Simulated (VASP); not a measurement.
Here is a VASP 6.6.1 calculation.

INCAR

```
PREC = Accurate
ENCUT = 520
EDIFF = 1E-6
ISMEAR = -1
SIGMA = 0.02
LREAL = Auto
LASPH = T
NELM = 80
ALGO = Normal
ISIF = 2
LWAVE = F
LCHARG = T
GGA = PE
IVDW = 12
LELF = T
LVHAR = T
NBANDS = 72
```

Contents of KPOINTS:

```
Automatic mesh
0
Gamma
  1 1 1
```

The input POSCAR:

```
H3C2N
1.0
    7.7738770000      0.0000000000      0.0000000000
    0.0000000000      7.7738770000      0.0000000000
    0.0000000000      0.0000000000      7.7738770000
C N H
12 6 18
Direct
    0.2425557000      0.0160029000      0.5353130000
    0.2463086000      0.1488248000      0.4024404000
    0.9170989000      0.1021219000      0.8032054000
    0.7727667000      0.0581740000      0.9152218000
    0.9421965000      0.5687374000      0.3544211000
    0.9364981000      0.5934146000      0.5406185000
    0.5190369000      0.5813788000      0.2734548000
    0.5361692000      0.5900882000      0.4603813000
    0.8520172000      0.0286086000      0.3563170000
    0.7986260000      0.1911446000      0.4340493000
    0.3739283000      0.3356916000      0.6792887000
    0.4901771000      0.3558840000      0.8255397000
    0.2493359000      0.2559633000      0.2952610000
    0.6563436000      0.0227242000      1.0055778000
    0.9319016000      0.6133200000      0.6908113000
    0.5499887000      0.5971135000      0.6111623000
    0.7555589000      0.3222515000      0.4967506000
    0.5839472000      0.3721719000      0.9435105000
    0.1696692000     -0.0952660000      0.4903282000
    0.3732264000     -0.0249787000      0.5663379000
    0.1818780000      0.0658441000      0.6517215000
    0.9264322000      0.0096624000      0.6979393000
    0.8990216000      0.2304970000      0.7492620000
    1.0371272000      0.1000915000      0.8760474000
    0.9480133000      0.6930483000      0.2893841000
    1.0555555000      0.4937850000      0.3190842000
    0.8274141000      0.5003522000      0.3112318000
    0.5152850000      0.7108432000      0.2192169000
    0.6280167000      0.5122388000      0.2181383000
    0.4005997000      0.5143393000      0.2388838000
    0.8992913000      0.0506511000      0.2259478000
    0.9545163000     -0.0299290000      0.4323705000
    0.7434102000     -0.0602159000      0.3506991000
    0.3223081000      0.4605451000      0.6410290000
    0.4426376000      0.2797759000      0.5703423000
    0.2672082000      0.2511849000      0.7137312000
```

Potentials or basis: VASP PAW PBE potentials, release 64 (C, N, H).

Run with:

```bash
$ cat potpaw_PBE.64/C/POTCAR potpaw_PBE.64/N/POTCAR potpaw_PBE.64/H/POTCAR > POTCAR
$ mpirun -np 1 vasp_gam > vasp.out
```

**Question.** What does it give for the dispersion energy per atom?

**Answer.** -0.053 eV.

**Question.** Estimate the pressure.

**Answer.** 0.9 GPa.

**Question.** What does it give for the band gap on the k mesh?

**Answer.** 5.35 eV, direct.

**Question.** Predict the largest force.

**Answer.** 2.583 eV/Å.

Forces on the atoms (eV/Å):
```
C    0.080 -0.063 -0.604
C   -0.069  0.641 -1.086
C   -0.527 -0.024  0.479
C   -0.828 -0.489  0.633
C    0.234  0.509  0.277
C    0.128  0.221  1.126
C   -0.063  0.123  0.632
C    0.126  0.709  0.948
C   -0.172  0.497  0.197
C   -0.435  0.582  0.200
C   -0.188 -0.217  1.031
C    0.730  0.299  1.098
N   -0.234 -1.178  1.015
N    1.275 -0.015 -0.873
N    0.444  0.056 -1.422
N    0.018  1.295 -2.039
N    0.251 -2.508 -0.562
N   -1.137 -0.064 -1.301
H    0.114 -0.269 -0.032
H    0.163 -0.112  0.104
H    0.016 -0.260 -0.142
H   -0.122 -0.227  0.086
H   -0.074  0.207  0.091
H    0.174 -0.061  0.240
H    0.067  0.179 -0.145
H    0.147 -0.142 -0.055
H    0.339  0.176  0.045
H    0.060  0.235 -0.149
H   -0.267 -0.083 -0.263
H   -0.045 -0.178 -0.078
H   -0.044  0.044 -0.085
H   -0.150 -0.006  0.050
H   -0.138 -0.064 -0.068
H   -0.168 -0.191  0.165
H    0.182  0.153  0.122
H    0.112  0.225  0.365
```

Caveat: the standard files for N, O and F lose accuracy on very short bonds. As with any semilocal functional, this PBE gap is likely too small.
